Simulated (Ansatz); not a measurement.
# 2H-NbSTe bilayer (2H stacking) in a perpendicular field, part 2 of 3

Wanted: the out-of-plane response of the 2H-NbSTe bilayer (2H stacking). A positive field points along +c.

Ansatz 0.2.0; plane-wave DFT, PBE-D4, Ansatz PAW (the session's first sound run).

So far. Step 2 (Relaxation): The lattice constant a goes from 3.620 to 3.489 Å.

### Step 3. Single point, field 0

A sawtooth potential applies the field, turning back in the middle of the vacuum. With the dipole correction the typed value is the field outside the slab. The induced dipole is small, so the SCF threshold is tight.

The cell differs from the one that the last finished run ended in (c 43.816 → 27.861 Å).

input.yaml reads:

```yaml
crystal:
  lattice:
    - [3.4887743201, 0.0, 0.0]
    - [-1.74438716, 3.0213671893, 0.0]
    - [0.0, 0.0, 27.8610454055]
  atoms:
    - { symbol: Te, position: [0.3333333333, 0.6666666667, 0.3230316691] }
    - { symbol: Nb, position: [0.0, 0.0, 0.3932242295] }
    - { symbol: S, position: [0.3333333333, 0.6666666667, 0.444296563] }
    - { symbol: Te, position: [0.0, 0.0, 0.5556732768] }
    - { symbol: Nb, position: [0.3333333333, 0.6666666667, 0.6263209349] }
    - { symbol: S, position: [0.0, 0.0, 0.6769683309] }
kpoints:
  mp_grid: { grid: [18, 18, 1] }
  band_path:
    path: [[0, 0, 0], [0.5, 0, 0], [0.33333333, 0.33333333, 0], [0, 0, 0]]
    npoints: 16
hamiltonian:
  xc: pbe
  dispersion: d4
scf:
  occupations: { method: fermi_dirac, width: 0.02585 }
  convergence: { dr2_threshold: 1.0e-10 }
efield:
  axis: 3
  dipole_correction: true
  ramp_position: 0.97
  ramp_width: 0.06
  amplitude: 0
output:
  dos: { projected: true, e_range: [-6, 5] }
  bader: true
  write_potential: true
  write_density: true
  volumetric_format: npy
  elf: true
```

Started as:

```
$ ansatz run input.yaml --threads 4 --pin off --max-ram 6144MiB --backend cpu --events-out ev --progress --plain --runs-dir out
```

Numbers of over 12 decimals in the logs are rounded to 6 here.

The program printed:

```text
[...]
Crystal: 6 atoms, lattice volume = 293.680 Å³
Basis set: ecut = 420 eV, 5703 PW (Γ)
Bands: 42, of which v1, the nominal top of the filled ones, is band 35 counted from 1 (34 counted from 0)
Symmetry: 6 space group operations
[...]
k-points: 37 of 324 (time reversal used)
[...]
SCF iter   1: F=—  HF=-24875.138867 eV  |F-HF|=—  |Δ(HF+E_count)|=         —  Δρ=6.41e-3  dr2=3.82e0  ethr=1.77e-3  p=-0.065 e·Å  D=-4.01e-2 V/Å  ΔV_dip=1.12 eV  dr2_dipole=2.04e0  V_vac-E_F(+/−)=5.45/4.33 eV  ⟨swp⟩=8.3  Hψ=6686  notcnv=0  defer=2
efield: sawtooth ramp at fractional position 0.9700 (set: `efield.ramp_position`, or a place that a band, a saddle search or an elastic batch's reference lends), width 0.0600; the density the first Hamiltonian is built on has a dipole p = -0.065 e·Å; the dipole correction subtracts the counter field D = -4.01e-2 V/Å, which shifts the + side's vacuum level by +1.12 eV against the − side's; the planar-averaged density in the ramp window peaks in size at 1.8e-5 e/Å³
[...]
SCF iter   2: F=—  HF=-24875.087012 eV  |F-HF|=—  |Δ(HF+E_count)|=   5.19e-2  Δρ=2.29e-3  dr2=3.68e-2  ethr=1.77e-3  p=-0.027 e·Å  D=-1.69e-2 V/Å  ΔV_dip=0.47 eV  dr2_dipole=4.59e-4  V_vac-E_F(+/−)=5.56/5.09 eV  ⟨swp⟩=1.9  Hψ=1961  notcnv=0  defer=67
[...]
SCF iter  14: F=-24875.081441 eV  HF=-24875.081441 eV  |F-HF|=6.91e-11  |Δ(HF+E_count)|=  1.06e-10  Δρ=5.44e-8  dr2=5.59e-11  ethr=1.00e-12  p=-0.036 e·Å  D=-2.22e-2 V/Å  ΔV_dip=0.62 eV  dr2_dipole=5.61e-12  V_vac-E_F(+/−)=5.53/4.91 eV  ⟨swp⟩=10.8  Hψ=4426  notcnv=0
SCF 1 converged in 14 iterations: F = -24875.081441 eV  dr2 = 5.59e-11
[...]
NSCF: frozen V_eff on 49 k-points
efield: sawtooth ramp at fractional position 0.9700 (kept from the solve that this one continues, or follows in the run), width 0.0600; the density the first Hamiltonian is built on has a dipole p = -0.036 e·Å; the dipole correction subtracts the counter field D = -2.22e-2 V/Å, which shifts the + side's vacuum level by +0.62 eV against the − side's; the planar-averaged density in the ramp window peaks in size at 4.4e-6 e/Å³
WARN: The output density's exchange-correlation potential varies sharply where the density is thin. Do not read a vacuum level from v_tot or v_xc, or from such a field of the output density. On a cell that repeats whose density bears no net charge and no dipole along the vacuum's axis use v_es (v_loc + v_h of the components); under efield.dipole_correction with no amplitude use v_es + v_field, which holds any externa [...]
SCF converged after 14 iterations
Free energy (F): -24875.081441 eV
[...]
Internal energy: -24875.061147 eV  (E = F + TS)
E sigma→0 (E₀):  -24875.071294 eV
Entropy (-TS):   -0.020294 eV (-3.382 meV/atom)
Fermi energy:    2.226222 eV
Dipole field:    D = -0.022185 V/Å  (p = -0.036006 e·Å, saw-weighted, corrected)
Work function:   Φ+ = 5.5320 eV   Φ− = 4.9139 eV
Levels:          The Fermi level and band energies are counted from a zero that moves with the ramp; work functions are not
[...]
--- Band table (eV; the first three rows and the last of 37) ---
  k-point 0: bands = [... 31 lower, 1.8026, 1.8372, 1.8372, 3.0436, 3.3646, 5.0374, 5.0374, 5.1108, ... 3 higher]
  k-point 1: bands = [... 31 lower, 1.7584, 1.7635, 1.7984, 3.0150, 3.2731, 5.0258, 5.0622, 5.0796, ... 3 higher]
  k-point 2: bands = [... 31 lower, 1.5391, 1.6714, 1.7059, 2.9059, 3.0145, 4.8313, 4.8877, 5.1057, ... 3 higher]
  k-point 36: bands = [... 31 lower, -0.5263, 0.5965, 0.7080, 2.4044, 2.4815, 3.8726, 3.8933, 4.8719, ... 3 higher]
--- Bader charges: 6 sites ---
  site symbol  charge [e]  shift [e]
     0     Te     -0.4864     0.0002
     1     Nb      1.3478     0.0010
     2      S     -0.9134     0.0008
     3     Te     -0.4286     0.0002
     4     Nb      1.3568     0.0011
     5      S     -0.8762     0.0009
  estimated error of the sums over rays = 5.1e-4 e
```

Run time: 35 s. Hardware: 4 threads of Arm Neoverse V2, shared host; peak memory 0.91 GiB; 2.3 min of CPU time.

In the SCF lines HF is the Harris–Foulkes energy and dr2 the Hartree energy of the density residual, in eV; the loop may stop once dr2 is under the threshold and the program's other checks hold. Hψ counts applications of the Hamiltonian.

This step gave:

* energy at zero smearing: -24875.0713 eV
* work function, upper face: 5.532 eV
* work function, lower face: 4.914 eV
* dipole along the normal: -0.03601 e·Å
* step between the vacuum levels: 0.6181 eV

Running mean over a fixed 2.8 Å (it still follows the layers) of the planar mean; the ramp of the sawtooth is left out. The electron's electrostatic potential energy less the Fermi level by z:

| z (Å) | electron's electrostatic potential energy less the Fermi level (eV) |
| --- | --- |
| 4 | 4.91 |
| 5 | 4.91 |
| 6 | 4.82 |
| 7 | 3.48 |
| 8 | 1.25 |
| 9 | -1.94 |
| 10 | -6.68 |
| 11 | -8.94 |
| 12 | -7.45 |
| 13 | -1.30 |
| 14 | 0.600 |
| 15 | -0.369 |
| 16 | -4.54 |
| 17 | -8.19 |
| 18 | -9.12 |
| 19 | -3.81 |
| 20 | 1.60 |
| 21 | 5.08 |
| 22 | 5.51 |
| 23 | 5.53 |
| 24 | 5.53 |

The density of states has structure finer than the step of the table below, so its rows give means over 0.2 eV, whole bins alone (the curve runs from -6 to 1.99 eV). Peaks (eV: height): -3.71: 32.1, -3.41: 11.6, -2.94: 18.6, -2.75: 16.0, -1.62: 23.1, -1.42: 13.4, -0.10: 14.4.

The density of states by energy, zero at the Fermi level; means over each step:

| energy (eV) | density of states (states/eV a cell) |
| --- | --- |
| -5.6 | 0 |
| -5.4 | 0.791 |
| -5.2 | 2.17 |
| -5.0 | 3.32 |
| -4.8 | 6.35 |
| -4.6 | 5.63 |
| -4.4 | 7.45 |
| -4.2 | 3.44 |
| -4.0 | 3.80 |
| -3.8 | 5.61 |
| -3.6 | 6.71 |
| -3.4 | 5.62 |
| -3.2 | 3.42 |
| -3.0 | 10.1 |
| -2.8 | 10.0 |
| -2.6 | 2.34 |
| -2.4 | 2.35 |
| -2.2 | 1.82 |
| -2.0 | 1.43 |
| -1.8 | 1.78 |
| -1.6 | 8.05 |
| -1.4 | 9.20 |
| -1.2 | 4.56 |
| -1.0 | 3.18 |
| -0.8 | 4.44 |
| -0.6 | 4.93 |
| -0.4 | 1.45 |
| -0.2 | 4.57 |
| 0.0 | 9.09 |
| 0.2 | 3.06 |
| 0.4 | 0.976 |
| 0.6 | 0.872 |
| 0.8 | 0.628 |
| 1.0 | 0.254 |
| 1.2 | 0.0183 |
| 1.4 | 0 |
| 1.6 | 0.391 |
| 1.8 | 4.56 |

Projected DOS per atom over height of the atomic layer and energy from the Fermi level. Layers: Te Nb S Te Nb S from below.

Ten even steps from '_' (0.00 states/eV) to '@' (2.84 states/eV), each cell a mean:
```
..++__..++__
____________
____________
____________
__..____..__
..%%....@@::
__::____::__
--==__----__
::..__--::..
##----##----
--........__
..____..____
::..........
::++%%::++@@
::::==::::==
----++::--++
::..--..__..
--::------++
::--++::--==
....::......
____________
____________
```
Columns: height of the atomic layer (Å) from 9 to 18.9 (not evenly spaced); rows upwards: energy from the Fermi level (eV) from -5.96 to 1.96.

Electronic bands along the path, in eV, zero at the Fermi level:

| point | band 31 | band 32 | band 33 | band 34 | band 35 | band 36 | band 37 | band 38 |
| --- | --- | --- | --- | --- | --- | --- | --- | --- |
| Γ | -0.42 | -0.42 | -0.39 | -0.39 | 0.82 | 1.14 | 2.81 | 2.81 |
| halfway | -1.55 | -1.19 | -0.68 | -0.66 | -0.10 | 0.02 | 1.87 | 2.12 |
| M | -1.61 | -1.48 | -0.54 | -0.42 | -0.34 | -0.23 | 2.35 | 2.39 |
| halfway | -2.15 | -1.95 | -1.59 | -1.44 | 0.07 | 0.14 | 2.02 | 2.06 |
| K | -2.87 | -2.75 | -1.63 | -1.52 | 0.18 | 0.26 | 1.65 | 1.67 |
| halfway | -1.60 | -1.42 | -1.10 | -0.99 | -0.01 | 0.04 | 1.66 | 1.92 |
| Γ | -0.42 | -0.42 | -0.39 | -0.39 | 0.82 | 1.14 | 2.81 | 2.81 |

ELF in the ca plane at fractional y = 0.667, with atoms of Te and S and Nb within 0.2 Å of it. It is the smooth field of the valence electrons, not physical close to the nuclei.

Ten even steps from '0' (0.00) to '9' (0.89), each cell a mean:
```
00000000000123444311221232100377656652236888
00000000000011233211321111000477555653347888
00000000002355556521112565410266656642124787
00000000136886555652137899851134566424542355
00000001368975213553258868983001233248885222
00000002479973011453268304995000121267267211
00000002479974001453268526994001122258576211
00000001257986434653248999972013454336773233
00000000024677656642124788630146666532223576
```
Columns run along c (16.0 Å, from fractional 0.13 to 0.71 of the cell), rows up along a (3.5 Å). Atoms in or near the plane, at fractional coordinates: Te at (0.32, 0.33), S at (0.44, 0.33), Nb at (0.63, 0.33).

Valence density in the ca plane at fractional y = 0.667, with atoms of Te and S and Nb within 0.2 Å of it. It is the smooth field of the valence electrons, not physical close to the nuclei.

Values in units of 1e0 e/Å³, 5 rows by 16 columns, each cell a mean:
```
0.0 0.0 0.0 0.0 0.1 0.2 0.2 0.4 0.2 0.1 0.1 0.3 0.4 0.2 0.3 0.4
0.0 0.0 0.0 0.0 0.1 0.4 0.3 0.3 0.4 0.2 0.1 0.3 0.4 0.3 0.4 0.3
0.0 0.0 0.0 0.0 0.6 5.7 0.8 0.3 0.9 0.8 0.1 0.1 0.2 2.2 2.5 0.2
0.0 0.0 0.0 0.0 0.8 9.9 1.2 0.3 0.8 0.8 0.1 0.1 0.2 3.0 3.3 0.2
0.0 0.0 0.0 0.0 0.2 1.1 0.4 0.3 0.6 0.4 0.1 0.2 0.3 0.7 0.8 0.2
```
Columns run along c (16.0 Å, from fractional 0.13 to 0.71 of the cell), rows up along a (3.5 Å). Atoms in or near the plane, at fractional coordinates: Te at (0.32, 0.33), S at (0.44, 0.33), Nb at (0.63, 0.33).

Electrostatic potential energy in the ca plane at fractional y = 0.667, with atoms of Te and S and Nb within 0.2 Å of it. With pseudopotentials it is smooth inside the atoms' cores, unlike the true potential.

Ten even steps from '0' (-36 eV) to '9' (7 eV), each cell a mean:
```
99999999999999999998888766789999999865688888
99999999999999999999998765689999999865678999
99999999999999999988888877788999999876788877
99999999999999999854457888876679999988887533
99999999999999998569955898740027999999985100
99999999999999998589985899711205999999983000
99999999999999998589975899720006999999984000
99999999999999999646646888863258999998886300
99999999999999999876678877888889999887888766
```
Columns run along c (16.0 Å, from fractional 0.07 to 0.65 of the cell; values clipped at the 3rd and 97th percentile), rows up along a (3.5 Å). Atoms in or near the plane, at fractional coordinates: Te at (0.32, 0.33), S at (0.44, 0.33), Nb at (0.63, 0.33).

The work function of the upper face is 5.53 eV.

### Step 4. Atoms held, field 0.05 V/Å

input.yaml: that of step 3 with these lines changed.

```diff
@@ -28,6 +28,4 @@
   ramp_width: 0.06
-  amplitude: 0
+  amplitude: 0.05
 output:
-  dos: { projected: true, e_range: [-6, 5] }
-  bader: true
   write_potential: true
@@ -35,2 +33 @@
   volumetric_format: npy
-  elf: true
```

The program printed:

```text
[...]
Crystal: 6 atoms, lattice volume = 293.680 Å³
Basis set: ecut = 420 eV, 5703 PW (Γ)
Bands: 42, of which v1, the nominal top of the filled ones, is band 35 counted from 1 (34 counted from 0)
Symmetry: 6 space group operations
[...]
k-points: 37 of 324 (time reversal used)
[...]
k-point 0: bands = [... 31 lower, 1.7971, 1.8318, 1.8318, 3.0432, 3.3600, 5.0325, 5.0325, 5.1069, ... 3 higher]
  k-point 1: bands = [... 31 lower, 1.7530, 1.7579, 1.7930, 3.0143, 3.2685, 5.0206, 5.0587, 5.0747, ... 3 higher]
  k-point 2: bands = [... 31 lower, 1.5336, 1.6658, 1.7003, 2.9042, 3.0100, 4.8240, 4.8819, 5.1007, ... 3 higher]
  k-point 36: bands = [... 31 lower, -0.5308, 0.5878, 0.7045, 2.3990, 2.4758, 3.8676, 3.8880, 4.8661, ... 3 higher]
[key lines of the parts left out:]
SCF converged after 15 iterations
Free energy (F): -24875.080527 eV
Fermi energy:    2.221498 eV
Dipole field:    D = -0.000359 V/Å  (p = -0.000582 e·Å, saw-weighted, corrected)
```

Wall time 28 s (4 threads); peak memory 0.88 GiB.

The dipole is -5.8e-4 e·Å, 0.0354 e·Å from its value without field.

### Step 5. Single point, field -0.05 V/Å

input.yaml: that of step 4 with these lines changed.

```diff
@@ -28,3 +28,3 @@
   ramp_width: 0.06
-  amplitude: 0.05
+  amplitude: -0.05
 output:
```

The program printed:

```text
[...]
Crystal: 6 atoms, lattice volume = 293.680 Å³
Basis set: ecut = 420 eV, 5703 PW (Γ)
Bands: 42, of which v1, the nominal top of the filled ones, is band 35 counted from 1 (34 counted from 0)
Symmetry: 6 space group operations
[...]
k-points: 37 of 324 (time reversal used)
[...]
k-point 0: bands = [... 31 lower, 1.8080, 1.8425, 1.8425, 3.0437, 3.3690, 5.0422, 5.0422, 5.1145, ... 3 higher]
  k-point 1: bands = [... 31 lower, 1.7637, 1.7688, 1.8037, 3.0155, 3.2775, 5.0308, 5.0655, 5.0844, ... 3 higher]
  k-point 2: bands = [... 31 lower, 1.5445, 1.6769, 1.7112, 2.9073, 3.0190, 4.8383, 4.8933, 5.1106, ... 3 higher]
  k-point 36: bands = [... 31 lower, -0.5220, 0.6051, 0.7113, 2.4097, 2.4870, 3.8775, 3.8984, 4.8776, ... 3 higher]
[key lines of the parts left out:]
SCF converged after 16 iterations
Free energy (F): -24875.084127 eV
Fermi energy:    2.230783 eV
Dipole field:    D = -0.044000 V/Å  (p = -0.071411 e·Å, saw-weighted, corrected)
```

Elapsed: 29 s, on 4 threads; peak memory 0.86 GiB; 1.9 min of CPU time.

The dipole is -0.0714 e·Å, -0.0354 e·Å from its value without field.

### Step 6. Atoms held, field 0.1 V/Å

input.yaml: that of step 5 with these lines changed.

```diff
@@ -28,3 +28,3 @@
   ramp_width: 0.06
-  amplitude: -0.05
+  amplitude: 0.1
 output:
```

The program printed:

```text
[...]
Crystal: 6 atoms, lattice volume = 293.680 Å³
Basis set: ecut = 420 eV, 5703 PW (Γ)
Bands: 42, of which v1, the nominal top of the filled ones, is band 35 counted from 1 (34 counted from 0)
Symmetry: 6 space group operations
[...]
k-points: 37 of 324 (time reversal used)
[...]
k-point 0: bands = [... 31 lower, 1.7915, 1.8262, 1.8262, 3.0426, 3.3553, 5.0273, 5.0273, 5.1029, ... 3 higher]
  k-point 1: bands = [... 31 lower, 1.7473, 1.7522, 1.7874, 3.0134, 3.2638, 5.0152, 5.0550, 5.0696, ... 3 higher]
  k-point 2: bands = [... 31 lower, 1.5280, 1.6600, 1.6946, 2.9023, 3.0053, 4.8163, 4.8761, 5.0955, ... 3 higher]
  k-point 36: bands = [... 31 lower, -0.5355, 0.5789, 0.7009, 2.3933, 2.4699, 3.8624, 3.8825, 4.8601, ... 3 higher]
[key lines of the parts left out:]
SCF converged after 16 iterations
Free energy (F): -24875.081384 eV
Fermi energy:    2.216607 eV
Dipole field:    D = 0.021480 V/Å  (p = 0.034862 e·Å, saw-weighted, corrected)
```

The job ended after 29 s (4 threads; peak memory 0.86 GiB; 1.9 min of CPU time).

The dipole is 0.0349 e·Å, 0.0709 e·Å from its value without field.

### Step 7. Atoms held, field 0.2 V/Å

input.yaml: that of step 6 with these lines changed.

```diff
@@ -28,3 +28,3 @@
   ramp_width: 0.06
-  amplitude: 0.1
+  amplitude: 0.2
 output:
```

The program printed:

```text
[...]
Crystal: 6 atoms, lattice volume = 293.680 Å³
Basis set: ecut = 420 eV, 5703 PW (Γ)
Bands: 42, of which v1, the nominal top of the filled ones, is band 35 counted from 1 (34 counted from 0)
Symmetry: 6 space group operations
[...]
k-points: 37 of 324 (time reversal used)
[...]
k-point 0: bands = [... 31 lower, 1.7796, 1.8145, 1.8145, 3.0407, 3.3454, 5.0165, 5.0165, 5.0943, ... 3 higher]
  k-point 1: bands = [... 31 lower, 1.7356, 1.7402, 1.7756, 3.0108, 3.2538, 5.0039, 5.0471, 5.0589, ... 3 higher]
  k-point 2: bands = [... 31 lower, 1.5162, 1.6478, 1.6826, 2.8978, 2.9955, 4.7998, 4.8639, 5.0846, ... 3 higher]
  k-point 36: bands = [... 31 lower, -0.5453, 0.5607, 0.6932, 2.3816, 2.4577, 3.8515, 3.8710, 4.8475, ... 3 higher]
[key lines of the parts left out:]
SCF converged after 16 iterations
Free energy (F): -24875.088414 eV
Fermi energy:    2.206316 eV
Dipole field:    D = 0.065167 V/Å  (p = 0.105765 e·Å, saw-weighted, corrected)
```

Elapsed: 30 s, on 4 threads; peak memory 0.87 GiB; 1.9 min of CPU time.

The dipole is 0.106 e·Å, 0.142 e·Å from its value without field.

### Step 8. Single point, field 0.3 V/Å

input.yaml: that of step 7 with these lines changed.

```diff
@@ -28,4 +28,6 @@
   ramp_width: 0.06
-  amplitude: 0.2
+  amplitude: 0.3
 output:
+  dos: { projected: true, e_range: [-6, 5] }
+  bader: true
   write_potential: true
@@ -33 +35,2 @@
   volumetric_format: npy
+  elf: true
```

The program printed:

```text
[...]
Crystal: 6 atoms, lattice volume = 293.680 Å³
Basis set: ecut = 420 eV, 5703 PW (Γ)
Bands: 42, of which v1, the nominal top of the filled ones, is band 35 counted from 1 (34 counted from 0)
Symmetry: 6 space group operations
[...]
k-points: 37 of 324 (time reversal used)
[...]
k-point 36: bands = [... 31 lower, -0.5557, 0.5418, 0.6848, 2.3691, 2.4447, 3.8399, 3.8588, 4.8341, ... 3 higher]
--- Bader charges: 6 sites ---
  site symbol  charge [e]  shift [e]
     0     Te     -0.5034     0.0002
     1     Nb      1.3472     0.0010
     2      S     -0.9135     0.0008
     3     Te     -0.4279     0.0002
     4     Nb      1.3585     0.0011
     5      S     -0.8609     0.0009
  estimated error of the sums over rays = 4.8e-4 e
[key lines of the parts left out:]
SCF converged after 16 iterations
Free energy (F): -24875.102537 eV
Fermi energy:    2.195329 eV
Dipole field:    D = 0.108888 V/Å  (p = 0.176722 e·Å, saw-weighted, corrected)
```

Run time: 38 s. Hardware: 4 threads; peak memory 0.89 GiB.

The dipole is 0.177 e·Å, 0.213 e·Å from its value without field.

(Continued in part 3 of 3.)

[Logs are printed without paths, hosts, clocks, repeated set-up lines and the standing remarks that a program may print on its own settings, such as how far it seeks lower states.]

[Hosts, paths, dates, database ids (printed as entryN), source tags and the programs' standing remarks are cut or masked in the printed files.]

[Maps of the electrostatic potential energy from Ansatz leave out the sawtooth potential of an applied field or a dipole correction, so their vacuum need not be flat; planar profiles and work functions include it.]

[The density of states shown here was stored with 400 of the rows of the run's finer table, so its peaks can read low, often by over a quarter, or be missed, and its means over a window can be off by a tenth or more.]
